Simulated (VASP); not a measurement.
CoSn, 6 atoms in the cell. Symmetry: P6/mmm, No. 191, hexagonal system. The conventional cell has a = 5.246 Å, b = 5.246 Å, c = 4.188 Å, α = 90.00°, β = 90.00°, γ = 120.00°. Co (site symmetry mmm) is surrounded by 6 Sn at 2.58 to 2.62 Å and 4 Co at 2.62 Å. Sn (site symmetry -6m2) has 6 Co at 2.58 Å as nearest neighbours. Sn (site symmetry 6/mmm) is surrounded by 6 Co at 2.62 Å. The cell is a database's computed one.

| Item | Value |
| --- | --- |
| Program | VASP 6.6.1 |
| Task | phonons |
| Functional | LDA |
| Potentials or basis | VASP PAW LDA potentials, release 64 (Co, Sn_d) |
| Cutoff | 600 eV |
| k mesh | 9 × 9 × 8 |
| Occupations | gaussian, width 0.1 eV |
| Spin | no spin polarisation |
| Further INCAR settings | ALGO = Fast; EDIFF = 1e-08; IBRION = 6; POTIM = 0.015; NSW = 1 |

Potentials or basis: VASP PAW LDA potentials, release 64 (Co, Sn_d).

Command:

```console
$ cat potpaw_LDA.64/Co/POTCAR potpaw_LDA.64/Sn_d/POTCAR > POTCAR
$ cp INCAR.step1 INCAR
$ mpirun -np 1 vasp_std > vasp.out
$ cp CONTCAR POSCAR
$ cp INCAR.step2 INCAR
$ mpirun -np 1 vasp_std > vasp.out
```

Hardware: 1 thread of Intel(R) Xeon(R) Platinum 8488C (Sapphire Rapids), on a shared host.

**Question.** How long does it take, and how much memory?

**Answer.** Wall time 2.6 h on 1 thread of Intel(R) Xeon(R) Platinum 8488C (Sapphire Rapids), with other jobs on the host, peak memory 1.2 GiB. Counts: scf iterations 186, k points 60, ion steps 10.
